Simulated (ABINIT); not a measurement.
The system is TaN.

```xyz
2
Lattice="2.9380 0.0000 0.0000 -1.4690 2.5444 0.0000 0.0000 0.0000 2.8830" Properties=species:S:1:pos:R:3 pbc="T T T"
Ta    0.0000    1.6963    1.4415
N     0.0000    0.0000    0.0000
```

| Quantity | Value |
| --- | --- |
| Program | ABINIT 10.8.3 (patched build) |
| Task | relaxation of cell and atoms |
| Functional | revPBE |
| Potentials or basis | SPMS NC PBE v1.0 |
| Cutoff | 952 eV |
| k mesh | 8 × 8 × 7 |
| Occupations | fermi-dirac, width 0.05 eV |
| Spin | no spin polarisation |

At the start: pressure 7.5 GPa; volume 10.78 Å³/atom.

Q: How do energy, volume and symmetry change on relaxing?

A: Over 5 steps the energy falls by 5.5 meV/atom and the volume is 11.01 Å³/atom (+2.2 %); space group P-6m2 (No. 187, to 0.05 Å).

The path:
| step | energy change (eV) | largest force (eV/Å) | pressure (GPa) | volume (Å³) |
| --- | --- | --- | --- | --- |
| 1 | 0.0000 | 0.0000 | 7.47 | 21.55 |
| 2 | -0.0109 | 0.0000 | -0.32 | 22.05 |
| 3 | -0.0109 | 0.0000 | -0.01 | 22.03 |
| 4 | -0.0109 | 0.0000 | 0.01 | 22.03 |
| 5 | -0.0109 | 0.0000 | 0.00 | 22.03 |

Final structure:
```
Ta N
1.0
     2.95875    0.00000    0.00000
    -1.47938    2.56236    0.00000
     0.00000    0.00000    2.90540
Ta N
1 1
Cartesian
  0.0000 1.7082 1.4527
  0.0000 0.0000 0.0000
```

Caveat: the potentials were made for another functional, which shifts forces and pressure.
